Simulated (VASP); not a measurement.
# Lu (P6_3/mmc) in VASP: a series of runs, part 2 of 2

VASP 6.6.1. Earlier steps stand in the parts before.

**3. Relaxation of cell and atoms, LDA**

This run uses another cell than the first one, of 26.28 Å³/atom, 0.891 times its volume.

File INCAR:

```
SYSTEM = Lu
  PREC = Accurate
  ENCUT = 600
  EDIFF = 1E-7
  ISMEAR = 1
  SIGMA = 0.1
  LREAL = .False.
  LASPH = .True.
  NELM = 80
  ALGO = Normal
  ISIF = 3
  LWAVE = .False.
  LCHARG = .False.
  GGA = CA
  IBRION = 2
  NSW = 90
  EDIFFG = -0.005
```

File KPOINTS:

```
regular mesh
0
Gamma
  12 12 7
  0 0 0
```

File POSCAR:

```
Lu                                      
1.0
    3.3932202462      0.0000000000      0.0000000000
   -1.6966101231      2.9386149339     -0.0000000000
    0.0000000000     -0.0000000000      5.2712586245
  Lu            
     2
Direct
     0.3333333332999970    0.6666666667000030    0.2500000000000000
     0.6666666667000030    0.3333333332999970    0.7500000000000000
```

Potentials or basis: VASP PAW PBE potentials, release 64 (Lu).

Launch:

```sh
$ cat potpaw_PBE.64/Lu/POTCAR > POTCAR
$ mpirun -np 1 vasp_std > vasp.out
```

OUTCAR:

```text
SYSTEM = Lu
   PREC = Accurate
   ENCUT = 600
   EDIFF = 1E-7
   ISMEAR = 1
   LREAL = .False.
   LASPH = .True.
   NELM = 80
   ISIF = 3
   GGA = CA
   IBRION = 2
   NSW = 90
   EDIFFG = -0.005

 ion  position               nearest neighbor table
   1  0.333  0.667  0.250-   2 3.28   2 3.28   2 3.28   2 3.28   2 3.28   2 3.28
   2  0.667  0.333  0.750-   1 3.28   1 3.28   1 3.28   1 3.28   1 3.28   1 3.28

  LATTYP: Found a hexagonal cell.
 ALAT       =     3.3932202462
 C/A-ratio  =     1.5534678689

  Lattice vectors:

 A1 = (   3.3932202462,   0.0000000000,   0.0000000000)
 A2 = (  -1.6966101231,   2.9386149339,   0.0000000000)
 A3 = (   0.0000000000,   0.0000000000,   5.2712586245)

Analysis of symmetry for initial positions (statically):
=====================================================================
 Subroutine PRICEL returns:
 Original cell was already a primitive cell.

 Routine SETGRP: Setting up the symmetry group for a
 hexagonal supercell.

 Subroutine GETGRP returns: Found 24 space group operations
 (whereof 12 operations were pure point group operations)
 out of a pool of 24 trial point group operations.

The static configuration has the point symmetry D_3d.
 The point group associated with its full space group is D_6h.

Analysis of symmetry for dynamics (positions and initial velocities):
=====================================================================
 Subroutine PRICEL returns:
 Original cell was already a primitive cell.

 Routine SETGRP: Setting up the symmetry group for a
 hexagonal supercell.

 Subroutine GETGRP returns: Found 24 space group operations
 (whereof 12 operations were pure point group operations)
 out of a pool of 24 trial point group operations.

The dynamic configuration has the point symmetry D_3d.
 The point group associated with its full space group is D_6h.

 Subroutine INISYM returns: Found 24 space group operations
 (whereof 12 operations are pure point group operations),
 and found     1 'primitive' translations

----------------------------------------------------------------------------------------

                                     Primitive cell

  volume of cell :      52.5617

  direct lattice vectors                    reciprocal lattice vectors
     3.393220246  0.000000000  0.000000000     0.294705303  0.170148186  0.000000000
    -1.696610123  2.938614934  0.000000000     0.000000000  0.340296372  0.000000000
     0.000000000  0.000000000  5.271258624     0.000000000  0.000000000  0.189708013

  length of vectors
     3.393220246  3.393220246  5.271258624     0.340296372  0.340296372  0.189708013

  position of ions in fractional coordinates (direct lattice)
     0.333333333  0.666666667  0.250000000
     0.666666667  0.333333333  0.750000000

  ion indices of the primitive-cell ions
   primitive index   ion index
                 1           1
                 2           2

[... 58 lines left out ...]
   ions per type =               2
   NGX,Y,Z   is equivalent  to a cutoff of  13.72, 13.72, 13.25 a.u.
   NGXF,Y,Z  is equivalent  to a cutoff of  27.44, 27.44, 26.49 a.u.
 SYSTEM =  Lu
   PREC   = accura    normal or accurate (medium, high low for compatibility)
   ISTART =      0    job   : 0-new  1-cont  2-samecut
   ICHARG =      2    charge: 1-file 2-atom 10-const
   ISPIN  =      1    spin polarized calculation?
   LNONCOLLINEAR =      F non collinear calculations
   LSORBIT =      F    spin-orbit coupling
   LASPH  =      T    aspherical Exc in radial PAW
   ENCUT  =  600.0 eV  44.10 Ry    6.64 a.u.   6.78  6.78 10.53*2*pi/ulx,y,z
   NELM   =     80;   NELMIN=  2; NELMDL= -5     # of ELM steps
   EDIFF  = 0.1E-06   stopping-criterion for ELM
   LREAL  =      F    real-space projection
   EDIFFG = -.5E-02   stopping-criterion for IOM
   NSW    =     90    number of steps for IOM
   IBRION =      2    ionic relax: 0-MD 1-quasi-New 2-CG
   NFREE  =      1    steps in history (QN), initial steepest desc. (CG)
   ISIF   =      3    stress and relaxation
   ISYM   =      2    0-nonsym 1-usesym 2-fastsym
   POTIM  = 0.5000    time-step for ionic-motion
   TEBEG  =    0.0;   TEEND  =   0.0 temperature during run
   PSTRESS=    0.0 pullay stress
   NELECT =      50.0000    total number of electrons
   NUPDOWN=      -1.0000    fix difference up-down
   EMIN   =  10.00;   EMAX   =-10.00  energy-range for DOS
   EFERMI =   0.00;   METHOD = LEGACY
   ISMEAR =     1;   SIGMA  =   0.10  broadening in eV -4-tet -1-fermi 0-gaus
   EFERMI_NEDOS =   21; number of points for ismear=-14 and -15
   IALGO  =     38    algorithm
   IMIX   =      4    mixing-type and parameters
     AMIX     =   0.40;   BMIX     =  1.00
     AMIX_MAG =   1.60;   BMIX_MAG =  1.00
  volume/ion in A,a.u.               =      26.28       177.35
  Fermi-wavevector in a.u.,A,eV,Ry     =   1.610059  3.042570 35.270250  2.592290
  Thomas-Fermi vector in A             =   2.705670
   LORBIT       =      0    0 simple, 1 ext, 2 COOP (PROOUT), +10 PAW based schemes
   GGA     = CA    functional components
   LHFCALC =     F    Hartree Fock is set to
   AEXX    =    0.0000 exact exchange contribution
   IVDW    =     0    specifies the selected vdW correction
   LEPSILON=     F    determine dielectric tensor
   LRPA    =     F    only Hartree local field effects (RPA)
 conjugate gradient relaxation of ions
 non-spin polarized calculation
 Methfessel and Paxton  Order N= 1 SIGMA  =   0.10
  energy-cutoff  :      600.00
  volume of cell :       52.56
 maximum number of plane-waves:      1776
 NGX is ok and might be reduce to    28
   NGX = 13   NGY = 13   NGZ = 21

--------------------------------------- Ionic step        1  -------------------------------------------

 number of electron      49.9999996 magnetization

 Free energy of the ion-electron system (eV)
  ---------------------------------------------------
  ext. energy  EPLUGINS =         0.00000000
  ---------------------------------------------------
  free energy    TOTEN  =       -10.38143553 eV

  energy without entropy =      -10.37902321  energy(sigma->0) =      -10.38063142

------------------------ aborting loop because EDIFF is reached ----------------------------------------

  FORCE on cell =-STRESS in cart. coord.  units (eV):
  Direction    XX          YY          ZZ          XY          YZ          ZX
  --------------------------------------------------------------------------------------
  -------------------------------------------------------------------------------------
  Total       -0.0950334     -0.0950334     -0.0713524      0.0000000      0.0000000      0.0000000
  in kB       -2.8967953     -2.8967953     -2.1749539      0.0000000      0.0000000      0.0000000
  external PRESSURE =      -2.6561815 kB  Pullay stress =       0.0000000 kB
[... 89 lines left out ...]
  FREE ENERGIE OF THE ION-ELECTRON SYSTEM (eV)
  ---------------------------------------------------
  free  energy   TOTEN  =       -10.3814916977 eV

  energy  without entropy=      -10.3790808949  energy(sigma->0) =      -10.38068810

[... ionic steps 4 to 10 ...]

--------------------------------------- Ionic step       11  -------------------------------------------

 number of electron      49.9999995 magnetization

------------------------ aborting loop because EDIFF is reached ----------------------------------------
[... 67 lines left out ...]
--------------------------------------- Ionic step       13  -------------------------------------------

 number of electron      49.9999995 magnetization

 Free energy of the ion-electron system (eV)
  ---------------------------------------------------
  ext. energy  EPLUGINS =         0.00000000
  ---------------------------------------------------
  free energy    TOTEN  =       -10.38149547 eV

  energy without entropy =      -10.37921675  energy(sigma->0) =      -10.38073590

 E-fermi :   2.3346     XC(G=0): -11.5085

 val. band max:        2.3338511810   @ k =   0.4167   0.0833   0.4286
 cond. band min:       2.3391447513   @ k =   0.3333   0.1667   0.4286
 fundamental gap:      0.0052935703
 Fermi energy:         2.3345854285

 k-point     1 :       0.0000    0.0000    0.0000
  band No.  band energies     occupation
      1     -53.3634      2.00000
      2     -53.3021      2.00000
      3     -24.6486      2.00000
      4     -24.0302      2.00000
      5     -24.0302      2.00000
      6     -23.9073      2.00000
[... 781 lines left out ...]
     29       4.5453      0.00000
     30       7.1260      0.00000

 [... further k-points ...]
[... 5 lines left out ...]
  --------------------------------------------------------------------------------------
  -------------------------------------------------------------------------------------
  Total        0.0092902      0.0092902     -0.0033949      0.0000000      0.0000000      0.0000000
  in kB        0.2838347      0.2838347     -0.1037221      0.0000000      0.0000000      0.0000000
  external PRESSURE =       0.1546491 kB  Pullay stress =       0.0000000 kB
[... 17 lines left out ...]
  FREE ENERGIE OF THE ION-ELECTRON SYSTEM (eV)
  ---------------------------------------------------
  free  energy   TOTEN  =       -10.3814954702 eV

  energy  without entropy=      -10.3792167487  energy(sigma->0) =      -10.38073590

 reached required accuracy - stopping structural energy minimisation
```

CONTCAR:

```text
Lu
   1.00000000000000
     3.3886735975179896    0.0000000000000000   -0.0000000000000000
    -1.6943367987589948    2.9346774206390744    0.0000000000000000
     0.0000000000000000    0.0000000000000000    5.2732800815996583
  Lu
     2
Direct
     0.3333333332999970    0.6666666667000030    0.2500000000000000
     0.6666666667000030    0.3333333332999970    0.7500000000000000

  0.00000000E+00  0.00000000E+00  0.00000000E+00
  0.00000000E+00  0.00000000E+00  0.00000000E+00
```

It took 6.9 min on 1 thread of Intel Xeon 6975P-C (Granite Rapids), shared host; peak memory 0.25 GiB.

What came out:

```
Free energy                            : -10.3815 eV
Relaxed volume                         : 26.22 Å³/atom
Relaxed cell                           : a = 3.389 Å, b = 3.389 Å, c = 5.273 Å, α = 90.00°, β = 90.00°, γ = 120.00°
Space group after relaxing (to 0.05 Å) : P6_3/mmc (No. 194)
Energy gained by relaxing              : 0.0 meV/atom
Ionic steps                            : 13
Pressure after relaxing                : 0.0 GPa
Band gap on the k mesh                 : none (metal or under the smearing width)
```

Final structure:
```
Lu
1.0
     3.38867    0.00000    0.00000
    -1.69434    2.93468    0.00000
     0.00000    0.00000    5.27328
Lu
2
Direct
  0.33333 0.66667 0.25000
  0.66667 0.33333 0.75000
```

Caveat: the PAW data sets were made with another functional, which shifts forces and pressure a little. The run has no spin-orbit coupling, so splittings on Lu are missing.

**4. Relaxation of shape and atoms at fixed volume, LDA (a relaxed cell with its volume scaled by 0.94)**

Changes to INCAR since step 3:

```diff
@@ -9,4 +9,4 @@
   NELM = 80
-  ALGO = Normal
-  ISIF = 3
+  ALGO = Fast
+  ISIF = 4
   LWAVE = .False.
@@ -15,3 +15,3 @@
   IBRION = 2
-  NSW = 90
-  EDIFFG = -0.005
+  NSW = 40
+  EDIFFG = -0.01
```

KPOINTS is that of step 3.

File POSCAR:

```
Lu                                      
1.0
    3.3194975831      0.0000000000     -0.0000000000
   -1.6597487915      2.8747692348      0.0000000000
    0.0000000000      0.0000000000      5.1656319153
  Lu            
     2
Direct
     0.3333333332999970    0.6666666667000030    0.2500000000000000
     0.6666666667000030    0.3333333332999970    0.7500000000000000
```

Launch:

```sh
$ cat potpaw_PBE.64/Lu/POTCAR > POTCAR
$ mpirun -np 1 vasp_std > vasp.out
```

Wall time 7.8 min (1 thread of Intel Xeon 6975P-C (Granite Rapids), shared host); peak memory 0.26 GiB.

The run converged. Its results:

* Free energy: -10.3471 eV
* Energy gained by relaxing: 0.1 meV/atom
* Ionic steps: 4
* Pressure after relaxing: 3.6 GPa
* Band gap on the k mesh: none (metal or under the smearing width)

Step by step:
| step | energy change (eV) | largest force (eV/Å) | pressure (GPa) |
| --- | --- | --- | --- |
| 1 | 0.0000 | 0.0000 | 3.38 |
| 2 | -0.0002 | 0.0000 | 3.59 |
| 3 | -0.0002 | 0.0000 | 3.58 |
| 4 | -0.0002 | 0.0000 | 3.56 |

Final structure:
```
Lu
1.0
     3.31289    0.00000    0.00000
    -1.65644    2.86905    0.00000
     0.00000    0.00000    5.18626
Lu
2
Direct
  0.33333 0.66667 0.25000
  0.66667 0.33333 0.75000
```

Levels at points of the mesh, in eV from the Fermi level:
```tsv
k point	band 23	band 24	band 25	band 26	band 27	band 28
(0.00, 0.00, 0.00)	-4.63	-2.73	1.42	2.22	2.22	2.71
(0.50, 0.00, 0.00)	-2.42	-1.74	-1.16	0.00	1.84	1.91
```

Caveat: the PAW data sets were made with another functional, which shifts forces and pressure a little. Spin-orbit coupling is left out, which matters for the levels of Lu.

**5. Relaxation of shape and atoms at fixed volume, LDA (a relaxed cell with its volume scaled by 0.96)**

INCAR is that of step 4.

KPOINTS is that of step 4.

File POSCAR:

```
Lu                                      
1.0
    3.3428750969      0.0000000000     -0.0000000000
   -1.6714375484      2.8950147556      0.0000000000
    0.0000000000      0.0000000000      5.2020108034
  Lu            
     2
Direct
     0.3333333332999970    0.6666666667000030    0.2500000000000000
     0.6666666667000030    0.3333333332999970    0.7500000000000000
```

Launch:

```sh
$ cat potpaw_PBE.64/Lu/POTCAR > POTCAR
$ mpirun -np 1 vasp_std > vasp.out
```

Wall time 6 min (1 thread of Intel Xeon 6975P-C (Granite Rapids), shared host); peak memory 0.25 GiB.

Results (log left out):

```
Free energy               : -10.3665 eV
Energy gained by relaxing : 0.0 meV/atom
Ionic steps               : 3
Pressure after relaxing   : 2.3 GPa
Band gap on the k mesh    : none (metal or under the smearing width)
```

Final structure:
```cif
data_structure
_symmetry_space_group_name_H-M 'P 1'
_symmetry_Int_Tables_number 1
_cell_length_a 3.3398
_cell_length_b 3.3398
_cell_length_c 5.2116
_cell_angle_alpha 90.000
_cell_angle_beta 90.000
_cell_angle_gamma 120.000
_cell_volume 50.34
loop_
_atom_site_label
_atom_site_type_symbol
_atom_site_fract_x
_atom_site_fract_y
_atom_site_fract_z
_atom_site_occupancy
Lu1 Lu 0.33333 0.66667 0.25000 1
Lu2 Lu 0.66667 0.33333 0.75000 1
```

Levels at points of the mesh, in eV from the Fermi level:
```tsv
k point	band 22	band 23	band 24	band 25	band 26	band 27	band 28	band 29
(0.00, 0.00, 0.00)	-4.67	-4.66	-2.68	1.35	2.20	2.20	2.71	3.08
(0.50, 0.00, 0.00)	-4.67	-2.42	-1.69	-1.11	-0.06	1.81	1.88	2.69
```

Caveat: the PAW data sets were made with another functional, which shifts forces and pressure a little.

**6. Summary**

```csv
task,cell,gap on the mesh (eV),pressure (GPa)
relaxation of cell and atoms,relaxed,none,0.0
relaxation of shape and atoms at fixed volume,atoms relaxed at fixed volume from: a relaxed cell with its volume scaled by 0.94,none,3.6
relaxation of shape and atoms at fixed volume,atoms relaxed at fixed volume from: a relaxed cell with its volume scaled by 0.96,none,2.3
```

Alike in all rows: level LDA; potentials or basis VASP PAW PBE potentials, release 64 (Lu); no spin polarisation; k mesh 12 × 12 × 7; cutoff (eV) 600; smearing methfessel-paxton 0.1 eV.

Caveats: the PAW data sets were made with another functional, which shifts forces and pressure a little.

Total energies depend on the potentials used, so only differences within one code and one set of settings carry meaning.
